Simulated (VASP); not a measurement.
## AgCl: relaxation of cell and atoms with RPBE

AgCl:

```xyz
2
Lattice="0.0000 2.7727 2.7727 2.7727 0.0000 2.7727 2.7727 2.7727 0.0000" Properties=species:S:1:pos:R:3 pbc="T T T"
Ag    0.0000    0.0000    0.0000
Cl    2.7727    2.7727    2.7727
```

The cell is a database's computed one.

| Item | Value |
| --- | --- |
| Program | VASP 6.6.1 |
| Task | relaxation of cell and atoms |
| Functional | RPBE |
| Potentials or basis | VASP PAW PBE potentials, release 64 (Ag, Cl) |
| Cutoff | 600 eV |
| k mesh | 8 × 8 × 8 |
| Occupations | gaussian, width 0.02 eV |
| Spin | no spin polarisation |
| Further INCAR settings | ALGO = Normal; EDIFF = 1e-07; IBRION = 2; EDIFFG = -0.005; NSW = 90; ISIF = 3 |

- Relaxed volume: 23.90 Å³/atom
- Relaxed cell: a = 4.074 Å, b = 4.074 Å, c = 4.074 Å, α = 60.00°, β = 60.00°, γ = 60.00°
- Space group after relaxing (to 0.05 Å): Fm-3m (No. 225)
- Energy gained by relaxing: 33.3 meV/atom
- Ionic steps: 4
- Pressure after relaxing: 0.0 GPa
- Band gap on the k mesh: 1.16 eV, indirect (least direct gap 3.03 eV)

The path:
| step | energy change (eV) | largest force (eV/Å) | pressure (GPa) | volume (Å³) |
| --- | --- | --- | --- | --- |
| 1 | 0.0000 | 0.0000 | 4.66 | 42.63 |
| 2 | -0.0635 | 0.0000 | 0.83 | 46.57 |
| 3 | -0.0665 | 0.0000 | -0.09 | 47.93 |
| 4 | -0.0666 | 0.0000 | 0.00 | 47.80 |

Final structure:
```
Ag Cl
1.0
     0.00000    2.88054    2.88054
     2.88054    0.00000    2.88054
     2.88054    2.88054    0.00000
Ag Cl
1 1
Direct
  0.00000 0.00000 0.00000
  0.50000 0.50000 0.50000
```

Levels at points of the mesh, in eV from the valence-band top:
```tsv
k point	band 5	band 6	band 7	band 8	band 9	band 10	band 11	band 12	band 13
(0.00, 0.00, 0.00)	-1.98	-1.98	-1.87	-1.87	-1.87	1.16	10.98	10.98	10.98
(0.50, 0.00, 0.00)	-1.75	-1.75	-1.48	0.00	0.00	4.74	6.07	7.98	7.98
(0.50, 0.50, 0.00)	-2.24	-1.84	-1.66	-1.66	-1.63	2.69	8.35	8.49	11.13
```

Wall time 28 s on 1 thread of Intel(R) Xeon(R) Platinum 8488C (Sapphire Rapids), with other jobs on the host, peak memory 0.19 GiB.

Caveat: the PAW data sets were made with another functional, which shifts forces and pressure a little. RPBE gaps usually lie below the measured ones, often by a third to a half.
